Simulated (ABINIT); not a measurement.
A run of ABINIT 10.8.3 (patched build) is set up as follows.

Contents of run.abi:

```
ndtset 2

pp_dirpath "./"
pseudos "Zr.LDA_PW-JTH.xml, S.LDA_PW-JTH.xml"

acell 3*1.0
rprim
     6.9757020403     0.0000000000     0.0000000000
    -3.4878510202     6.0411351761     0.0000000000
     0.0000000000     0.0000000000    11.4159810467
ntypat 2
znucl 40 16
natom 3
typat 1 2 2
xred
     0.0000000000     0.0000000000     0.0000000000
     0.3333333333     0.6666666667     0.2379099700
     0.6666666667     0.3333333333     0.7620900300

ecut 24.0
pawecutdg 46.0

ixc -208012
usekden 1
pawxcdev 0

occopt 3
tsmear 0.05 eV

nstep 100
diemix 0.3
optforces 0
optstress 0

iomode 3
prtwf 0
prteig 0
prtebands 0
prtden1 1
prtkden1 1
prtvha1 1
prtvclmb1 1
prtpot1 1

kptopt1 1
ngkpt1 7 7 4
nshiftk1 1
shiftk1 0.0 0.0 0.0
nband1 16
tolvrs1 1.0e-7

iscf2 -2
getden2 1
getkden2 1
nband2 22
nbdbuf2 4
tolwfr2 1.0e-11
kptopt2 -7
ndivsm2 8
prteig2 1
prtvol2 -3
kptbounds2
     0.0000000000     0.0000000000     0.0000000000
     0.5000000000     0.0000000000     0.0000000000
     0.3333333333     0.3333333333     0.0000000000
     0.0000000000     0.0000000000     0.0000000000
     0.0000000000     0.0000000000     0.5000000000
     0.5000000000     0.0000000000     0.5000000000
     0.3333333333     0.3333333333     0.5000000000
     0.0000000000     0.0000000000     0.5000000000
```

Potentials or basis: JTH PAW LDA v2.0.

The run is started by

```bash
$ abinit run.abi > log 2>&1
```

(1) Predict the band gap on the k mesh.

(2) Estimate the band gap along the path.

## Answers

(1) 1.57 eV, indirect (least direct gap 2.01 eV).

(2) 1.51 eV, indirect (least direct gap 2.01 eV).

Caveat: the constant c of TB-mBJ comes from the pseudo density here, which moves gaps by up to 0.3 eV between sets of potentials.

**Experimental background.**

“Stress-Tuned Optical Transitions in Layered 1T-MX2 (M= Hf, Zr, Sn; X= S, Se) Crystals”, 2022, arxiv:2210.12074 quotes, for a bulk crystal of ZrS2: band gap 1.68 eV (indirect).

Measured gap of ZrS2: 1.68 eV (indirect; quoted in “Stress-Tuned Optical Transitions in Layered 1T-MX2 (M= Hf, Zr, Sn; X= S, Se) Crystals”, 2022, arxiv:2210.12074). This calculation gives 1.51 eV (-0.17 eV). Spin-orbit coupling on Zr is left out. The value is that of TB-mBJ, without temperature or zero-point motion. The cell is a database's relaxed one, not the measured one, which moves gaps too.
